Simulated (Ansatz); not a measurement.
# Si (P6/mmm) in Ansatz: settings compared

One crystal, Si, is run at these levels: revPBE, BLYP, r2SCAN; tasks: band structure.

Everything below comes from runs of Ansatz 0.2.0. Logs are shortened: lines on timing, memory, paths and dates and some standing lists are left out, and cuts for length are marked.

### 1 The structure

Symmetry: P6/mmm, No. 191, hexagonal system. The conventional cell has a = 4.121 Å, b = 4.121 Å, c = 2.655 Å, α = 90.00°, β = 90.00°, γ = 120.00°. Around Si (site symmetry -6m2) lie 5 Si at 2.38 to 2.65 Å.

The cell was built by a generator and needn't be a form met in nature.

### 2 Band structure, revPBE

Input file input.yaml:

```yaml
crystal:
  lattice:
    - [4.12095, 0.0, 0.0]
    - [-2.06047, 3.56885, 0.0]
    - [0.0, 0.0, 2.65479]
  atoms:
    - { symbol: Si, position: [0.33333, 0.66667, 0.5] }
    - { symbol: Si, position: [0.66667, 0.33333, 0.5] }
hamiltonian:
  xc: revpbe
  pseudopotentials: { kind: paw }
kpoints:
  mp_grid: { grid: [8, 8, 10] }
  band_path:
    path:
      - [[0.0, 0.0, 0.0], [0.5, 0.0, 0.0], [0.3333333333, 0.3333333333, 0.0], [0.0, 0.0, 0.0], [0.0, 0.0, 0.5], [0.5, 0.0, 0.5], [0.3333333333, 0.3333333333, 0.5], [0.0, 0.0, 0.5]]
      - [[0.5, 0.0, 0.5], [0.5, 0.0, 0.0]]
      - [[0.3333333333, 0.3333333333, 0.0], [0.3333333333, 0.3333333333, 0.5]]
    npoints: 14
scf:
  occupations: { method: fermi_dirac, width: 0.05 }
  n_extra_bands: 6
output:
  forces: true
  stress: true
  eigenvalues: true
  fatbands: false
```

Potentials or basis: Ansatz PAW.

Command:

```bash
$ ansatz run input.yaml --threads 2 --pin off --max-ram 5632MiB --backend cpu --events-out ev --progress --plain --runs-dir out
```

Log:

```text
Warning: the atoms were moved onto the symmetric positions of the space group found under crystal.symmetry.tolerance 1.0e-5 (fractional; no operation is sought that the atoms, as they stand in a round, miss by more than twice it, and no atom is moved by as much as it), and the run uses the moved positions. Before a round's move an operation carried an atom to 4.12e-5 Å from where it should land, the largest such distance. Atom 0 (counting from 0) moved farthest, by 2.38e-5 Å; the longest move in fractions of the cell, of whichever atom, is 0.47 of the tolerance, in 1 round. To run the atoms as typed, lower crystal.symmetry.tolerance until the operations that they miss are no longer found, or set crystal.symmetry.detect: false (a key that needs symmetry detection or time reversal refuses this as the deck is read). The positions used, in the order of the run's atom list: position: [0.3333333333333333, 0.6666666666666666, 0.5]; position: [0.6666666666666666, 0.3333333333333333, 0.5]; The lattice was moved too: crystal.lattice keeps the space group found at crystal.symmetry.tolerance 1.0e-5 only nearly: the operation that it misses by the most changes a squared length by the fraction 2.80e-6. The run uses the lattice that is a stretch of the typed one, with no rotation, onto the one that keeps every operation to a double's rounding (on a very oblique basis the stretch itself rounds by more); the deck's lattice vector that moved farthest moved by 3.26e-6 Å. To run the lattice as typed, set crystal.symmetry.tolerance under 1.33e-7, the least fraction by which an operation that the lattice misses changes a squared length (the same key also sets how far an atom may lie from its image, so lowering it can lose operations that the atoms keep only within it), or set crystal.symmetry.detect: false, as for the atoms. crystal.lattice made exact, in Å and degrees: [[4.120951508198683, -2.8867513457604425e-6, 0.0], [-2.0604732540993416, 3.5688501372395285, 0.0], [0.0, 0.0, 2.65479]]. Pasted over the deck's crystal.lattice, beside positions in fractional coordinates, it runs the same cell (given as lengths and angles, that cell in the form's own orientation, a rigid turn of the misfit's size from the one run here, for which a checkpoint.post_process_only pass over this run's state can be refused: where this run relaxes nothing, give such a pass this deck's own crystal.lattice, as typed; behind a relaxation, as crystal.lattice, the state's own cell, identity.cell in its checkpoint.json), and a matrix so pasted ends this notice, except on a very skew basis of the lattice, where the rounding of the pasted numbers themselves can read as a misfit: the cell is then moved again, and that move is told again. The lattice as run is in this notice's lattice.as_run_ang field (Run.prep()["deck_notices"] in Python, the deck_notice line of an events file, deck_notices of ansatz run --dry-run=json, or deck_notices in record.json in the deck's checkpoint.write directory).
Warning: RAYON_NUM_THREADS=2 ignored (pool sized by the plan → 2); use --threads N
scf.n_extra_bands = 6 over 4 filled bands (N_el = 8.0): the run solves 10 bands
Engine: ansatz 0.2.0, aarch64-unknown-linux-gnu
Pseudopotentials: kind: paw
Pseudopotential: Si, paw, valence charge 4, recommended cutoff 420 eV (normal), Si.paw.azcp
Functional definition: revPBE
  parameter kappa = 1.245
  parameter beta = 0.06672455060314922
  exchange = pbe_x(kappa = kappa, mu = beta*pi^2/3)
  correlation = pbe_c(beta = beta)
Crystal: 2 atoms, lattice volume = 39.044 Å³
Basis set: ecut = 420 eV, 765 PW (Γ), exchange–correlation on 60×60×36 points (8 copies of the dense FFT grid, shifted against one another)
Bands: 10, of which v1, the nominal top of the filled ones, is band 4 counted from 1 (3 counted from 0)
Symmetry: 24 space group operations
Space group: P6/mmm (ITA 191), of the structure as read, at distance tolerance 3.4e-5 Å
k-points: 60 of 640
Non-local potential: Si, projectors of the file, l = 0: 2, l = 1: 2, l = 2: 2
PAW form: soft (Blöchl's): semilocal exchange-correlation on the pseudo side does not see the compensation charge
PAW frozen core: Si, regenerated for the run's functional, and the local potential with it (the file was generated under x = pbe(κ = 0.804, μ = 0.2195149727645171), c = pbe(β = 0.06672455060314922))
PAW one-centre angular grid: Si, 110 points (default); XC on 64 Gauss nodes
Initial density: superposition of atomic densities (neutral atoms: chi_scale 0, normalization atom), corrected by the library's trained network
Initial wavefunctions: pseudopotential atomic-orbital guess
Functional: x = revpbe(κ = 1.245, μ = 0.2195149727645171), c = pbe(β = 0.06672455060314922)
SCF iter   1: F=—  HF=-1275.290439 eV  |F-HF|=—  |Δ(HF+E_count)|=         —  Δρ=4.60e-3  dr2=8.69e-3  ethr=1.77e-3  ⟨swp⟩=6.1  Hψ=4674  notcnv=0  defer=8
preconditioner: auto → none  [insulator: Δε(μ)=0.166 eV  Ē_g=10.968 eV  σ=0.050 eV  W_gap=0.59  n_scr=6 (ndim 8)  ℏωp=16.8 eV  f_vac=0.000  D(μ)=0.73/eV (n_scr^D=6)  ε∞_Penn≈3.3]
SCF iter   2: F=—  HF=-1275.288578 eV  |F-HF|=—  |Δ(HF+E_count)|=   1.86e-3  Δρ=1.83e-3  dr2=1.23e-3  ethr=1.09e-4  ⟨swp⟩=1.7  Hψ=1138  notcnv=0  defer=45
SCF iter   3: F=—  HF=-1275.288588 eV  |F-HF|=—  |Δ(HF+E_count)|=   9.70e-6  Δρ=1.57e-4  dr2=8.75e-6  ethr=1.53e-5  ⟨swp⟩=2.6  Hψ=808  notcnv=0  defer=45
SCF iter   4: F=—  HF=-1275.288604 eV  |F-HF|=—  |Δ(HF+E_count)|=   1.62e-5  Δρ=3.25e-5  dr2=4.10e-7  ethr=1.09e-7  ⟨swp⟩=2.1  Hψ=757  notcnv=0  defer=45
iter 5 did not close the SCF: its close was put off for the readings that it lacked (scf_convergence_deferred on its scf_iter line)
SCF iter   5: F=-1275.288605 eV  HF=-1275.288605 eV  |F-HF|=3.00e-8  |Δ(HF+E_count)|=   1.18e-6  Δρ=4.21e-6  dr2=5.84e-9  ethr=5.13e-9  ⟨swp⟩=2.1  Hψ=775  notcnv=0  defer=45
SCF iter   6: F=-1275.288605 eV  HF=-1275.288605 eV  |F-HF|=1.76e-10  |Δ(HF+E_count)|=   3.63e-8  Δρ=8.22e-7  dr2=2.11e-10  ethr=7.30e-11  ⟨swp⟩=6.2  Hψ=2907  notcnv=0
SCF 1 converged in 6 iterations: F = -1275.288605 eV  dr2 = 2.11e-10
NSCF: frozen V_eff on 129 k-points
SCF converged after 6 iterations
Free energy (F): -1275.288605 eV
Harris-Foulkes:  -1275.288605 eV  (|F-HF|=1.76e-10)
Internal energy: -1275.282460 eV  (E = F + TS)
E sigma→0 (E₀):  -1275.285533 eV
Entropy (-TS):   -0.006146 eV (-3.073 meV/atom)
Fermi energy:    6.670580 eV
--- Per-component energies (eV) ---
  E_band       = 12.446713
  E_kinetic    = 79.609094
  E_local      = -48.787417  (includes V_loc(G=0)·N_el)
  E_nonlocal   = 50.759004
  E_hartree    = 13.910222
  E_xc         = -110.266355
  E_vxc        = -92.991210  (∫ρ·V_xc dr)
  E_paw        = -1029.199258  (= ΣΔE_a)
  E_vpaw       = -3.963247  (= ΣTr[D̂ρ^β])
  E_aug_tail   = 0.000013  (compensation charges beyond the density's cutoff)
  E_ewald      = -231.269833
  E_core_change = -0.037931  (= ΣΔE_core)
  E_smearing   = -0.006146  (= −TS)
  E_closure    = 0.000000  (closes the sum)
  Σ components = -1275.288605   (vs F -1275.288605, Δ=0.00e0)
--- Forces (eV/Å), atoms counted from 1 ---
  atom   1  Si     0.00000000     0.00000000     0.00000000
  atom   2  Si    -0.00000000    -0.00000000     0.00000000
  max |Σ_I F_I| component: 3.70e-17 eV/Å
--- Stress (GPa, compression-positive) ---
        1.423944      -0.000000       0.000000
       -0.000000       1.423944       0.000000
        0.000000       0.000000       0.331347
  P = ⅓ Tr σ = 1.0597 GPa (10.597 kbar)
--- Band table (eV; the first three rows and the last of 60) ---
  k-point 0: bands = ["-5.6605", "3.7714", "3.7714", "3.9427", "7.9087", "7.9087", "12.2952", "13.0517", "15.4988", "19.7353"]
  k-point 1: bands = ["-5.4622", "3.9386", "3.9386", "4.1396", "8.0880", "8.0880", "10.1779", "13.1161", "17.9878", "18.2945"]
  k-point 2: bands = ["-4.8724", "4.4272", "4.4272", "4.7244", "7.1644", "8.6150", "8.6150", "13.7322", "15.8173", "17.3773"]
  k-point 59: bands = ["0.5985", "1.3626", "2.8718", "3.6072", "4.3718", "8.9374", "12.2366", "14.4936", "14.5844", "15.1044"]
```

It took 1.6 s on 2 threads of Arm Neoverse V1, shared host; peak memory 0.28 GiB.

Results:

```
Free energy            : -1275.2886 eV
Pressure               : 1.1 GPa
Band gap on the k mesh : none (metal or under the smearing width)
```

Levels at the corners of the path, in eV from the Fermi level:
| point | band 1 | band 2 | band 3 | band 4 | band 5 | band 6 | band 7 | band 8 |
| --- | --- | --- | --- | --- | --- | --- | --- | --- |
| Γ | -12.33 | -2.90 | -2.90 | -2.73 | 1.24 | 1.24 | 5.62 | 6.38 |
| M | -10.50 | -8.81 | -4.08 | -1.28 | 6.16 | 7.07 | 7.13 | 7.83 |
| K | -9.59 | -9.59 | -5.53 | 2.99 | 2.99 | 4.03 | 8.59 | 8.59 |
| Γ | -12.33 | -2.90 | -2.90 | -2.73 | 1.24 | 1.24 | 5.62 | 6.38 |
| A | -8.43 | -5.91 | -0.20 | -0.20 | 1.20 | 3.23 | 4.27 | 4.27 |
| L | -6.58 | -5.00 | -4.27 | -2.61 | -1.23 | 2.91 | 3.88 | 5.10 |
| H | -5.68 | -5.68 | -3.43 | -3.43 | -2.43 | 2.13 | 7.04 | 7.05 |
| A | -8.43 | -5.91 | -0.20 | -0.20 | 1.20 | 3.23 | 4.27 | 4.27 |
| L | -6.58 | -5.00 | -4.27 | -2.61 | -1.23 | 2.91 | 3.88 | 5.10 |
| M | -10.50 | -8.81 | -4.08 | -1.28 | 6.16 | 7.07 | 7.13 | 7.83 |
| K | -9.59 | -9.59 | -5.53 | 2.99 | 2.99 | 4.03 | 8.59 | 8.59 |
| H | -5.68 | -5.68 | -3.43 | -3.43 | -2.43 | 2.13 | 7.04 | 7.05 |

Caveat: the PAW data sets come from PBE, with cores solved anew for the run's functional, which leaves a small shift of forces and pressure.

### 3 Band structure, BLYP

Edit input.yaml of step 2 so:

```diff
@@ -9,3 +9,3 @@
 hamiltonian:
-  xc: revpbe
+  xc: blyp
   pseudopotentials: { kind: paw }
@@ -27 +27,5 @@
   fatbands: false
+  write_density: true
+  write_potential: true
+  elf: true
+  volumetric_format: npy
```

Potentials or basis: Ansatz PAW.

Command:

```bash
$ ansatz run input.yaml --threads 2 --pin off --max-ram 5632MiB --backend cpu --events-out ev --progress --plain --runs-dir out
```

Log:

```text
Warning: the atoms were moved onto the symmetric positions of the space group found under crystal.symmetry.tolerance 1.0e-5 (fractional; no operation is sought that the atoms, as they stand in a round, miss by more than twice it, and no atom is moved by as much as it), and the run uses the moved positions. Before a round's move an operation carried an atom to 4.12e-5 Å from where it should land, the largest such distance. Atom 0 (counting from 0) moved farthest, by 2.38e-5 Å; the longest move in fractions of the cell, of whichever atom, is 0.47 of the tolerance, in 1 round. To run the atoms as typed, lower crystal.symmetry.tolerance until the operations that they miss are no longer found, or set crystal.symmetry.detect: false (a key that needs symmetry detection or time reversal refuses this as the deck is read). The positions used, in the order of the run's atom list: position: [0.3333333333333333, 0.6666666666666666, 0.5]; position: [0.6666666666666666, 0.3333333333333333, 0.5]; The lattice was moved too: crystal.lattice keeps the space group found at crystal.symmetry.tolerance 1.0e-5 only nearly: the operation that it misses by the most changes a squared length by the fraction 2.80e-6. The run uses the lattice that is a stretch of the typed one, with no rotation, onto the one that keeps every operation to a double's rounding (on a very oblique basis the stretch itself rounds by more); the deck's lattice vector that moved farthest moved by 3.26e-6 Å. To run the lattice as typed, set crystal.symmetry.tolerance under 1.33e-7, the least fraction by which an operation that the lattice misses changes a squared length (the same key also sets how far an atom may lie from its image, so lowering it can lose operations that the atoms keep only within it), or set crystal.symmetry.detect: false, as for the atoms. crystal.lattice made exact, in Å and degrees: [[4.120951508198683, -2.8867513457604425e-6, 0.0], [-2.0604732540993416, 3.5688501372395285, 0.0], [0.0, 0.0, 2.65479]]. Pasted over the deck's crystal.lattice, beside positions in fractional coordinates, it runs the same cell (given as lengths and angles, that cell in the form's own orientation, a rigid turn of the misfit's size from the one run here, for which a checkpoint.post_process_only pass over this run's state can be refused: where this run relaxes nothing, give such a pass this deck's own crystal.lattice, as typed; behind a relaxation, as crystal.lattice, the state's own cell, identity.cell in its checkpoint.json), and a matrix so pasted ends this notice, except on a very skew basis of the lattice, where the rounding of the pasted numbers themselves can read as a misfit: the cell is then moved again, and that move is told again. The lattice as run is in this notice's lattice.as_run_ang field (Run.prep()["deck_notices"] in Python, the deck_notice line of an events file, deck_notices of ansatz run --dry-run=json, or deck_notices in record.json in the deck's checkpoint.write directory).
Warning: RAYON_NUM_THREADS=2 ignored (pool sized by the plan → 2); use --threads N
scf.n_extra_bands = 6 over 4 filled bands (N_el = 8.0): the run solves 10 bands
[... 3 set-up lines as earlier in the session ...]
[... 57 lines left out ...]
  atom   1  Si     0.00000000     0.00000000     0.00000000
  atom   2  Si    -0.00000000    -0.00000000     0.00000000
  max |Σ_I F_I| component: 9.25e-18 eV/Å
--- Stress (GPa, compression-positive) ---
        3.794606      -0.000000       0.000000
       -0.000000       3.794606       0.000000
        0.000000       0.000000       4.646971
  P = ⅓ Tr σ = 4.0787 GPa (40.787 kbar)
--- Band table (eV; the first three rows and the last of 60) ---
  k-point 0: bands = ["-5.2440", "4.1847", "4.1928", "4.1928", "8.4120", "8.4120", "12.8063", "13.3390", "15.9527", "19.7897"]
  k-point 1: bands = ["-5.0475", "4.3562", "4.3562", "4.3818", "8.5887", "8.5887", "10.5634", "13.6207", "18.3427", "18.3851"]
  k-point 2: bands = ["-4.4640", "4.8320", "4.8320", "4.9679", "7.5738", "9.1071", "9.1071", "14.2549", "15.9383", "17.8821"]
  k-point 59: bands = ["0.8777", "1.6438", "3.3769", "4.1026", "4.7526", "9.5993", "12.5536", "14.7501", "14.9303", "15.6427"]
```

bands.tsv:

```text
# k_distance	band_0	band_1	band_2	band_3	band_4	band_5	band_6	band_7	band_8	band_9
# fermi_ev = 7.077920
# lock_threshold_ev = 1e-6
# [0, 0, 0] at k_distance = 0.000000
# [0.5, 0, 0] at k_distance = 0.880282
[... 140 lines left out ...]
7.937421	-7.654872	-7.654872	-3.722272	-0.452377	-0.452377	4.689659	5.387176	5.387176	6.110643	12.116400
8.021947	-7.224945	-7.224945	-3.376642	-1.249780	-1.249780	4.031664	5.741712	5.741712	6.296211	11.564040
8.106474	-6.774837	-6.774837	-3.039101	-1.992774	-1.992774	3.392160	6.121252	6.121252	6.555599	10.887532
8.191000	-6.332755	-6.332755	-2.741551	-2.647091	-2.647091	2.865647	6.490821	6.490821	6.797562	10.303153
8.275526	-5.965807	-5.965807	-3.142476	-3.142476	-2.529416	2.512987	6.786384	6.786384	6.970026	9.877906
8.360052	-5.809884	-5.809884	-3.341359	-3.341359	-2.451177	2.387516	6.906156	6.906156	7.033016	9.714850
```

It took 1.6 s on 2 threads of Arm Neoverse V1, shared host; peak memory 0.3 GiB.

Results:

```
Free energy            : -1277.9595 eV
Pressure               : 4.1 GPa
Band gap on the k mesh : none (metal or under the smearing width)
```

Levels at the corners of the path, in eV from the Fermi level:
```
point  band 2  band 3  band 4  band 5  band 6  band 7
    Γ   -2.89   -2.89   -2.89    1.33    1.33    5.73
    M   -8.81   -4.03   -1.24    6.05    7.02    7.12
    K   -9.61   -5.44    2.96    2.96    4.11    8.43
    Γ   -2.89   -2.89   -2.89    1.33    1.33    5.73
    A   -5.78   -0.30   -0.30    1.13    2.89    4.28
    L   -5.10   -4.17   -2.52   -1.30    2.85    4.11
    H   -5.81   -3.34   -3.34   -2.45    2.39    6.91
    A   -5.78   -0.30   -0.30    1.13    2.89    4.28
    L   -5.10   -4.17   -2.52   -1.30    2.85    4.11
    M   -8.81   -4.03   -1.24    6.05    7.02    7.12
    K   -9.61   -5.44    2.96    2.96    4.11    8.43
    H   -5.81   -3.34   -3.34   -2.45    2.39    6.91
```

Caveat: the PAW data sets come from PBE, with cores solved anew for the run's functional, which leaves a small shift of forces and pressure.

(Continued in part 2 of 2.)
